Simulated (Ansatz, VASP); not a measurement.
**Mo: VASP beside Ansatz**

```
CELL_PARAMETERS angstrom
0.00000 2.78487 2.78487
2.78487 0.00000 2.78487
2.78487 2.78487 0.00000
ATOMIC_POSITIONS crystal
Mo 0.12500 0.12500 0.12500
Mo 0.87500 0.87500 0.87500
```

Alike in both runs: functional LDA; k mesh 10 × 10 × 10; occupations fermi-dirac, width 0.1 eV; no spin polarisation.

Ansatz relaxed the structure, and its values are those at the end. VASP's run is a single point on that final structure, the one shown.

|  | VASP | Ansatz |
| --- | --- | --- |
| version | VASP 6.6.1 | Ansatz 0.2.0 |
| potentials or method | VASP PAW LDA potentials, release 64 (Mo_sv) | plane waves (420 eV) with PAW, scalar-relativistic |
| plane-wave cutoff (eV) | 520 | 420 |
| valence electrons in the cell | 28 | 28 |

|  | VASP | Ansatz | Ansatz less VASP |
| --- | --- | --- | --- |
| pressure (GPa) | 0.7 | 0.0 | -0.74 |

Ansatz warned: «pseudo_functional_mismatch».
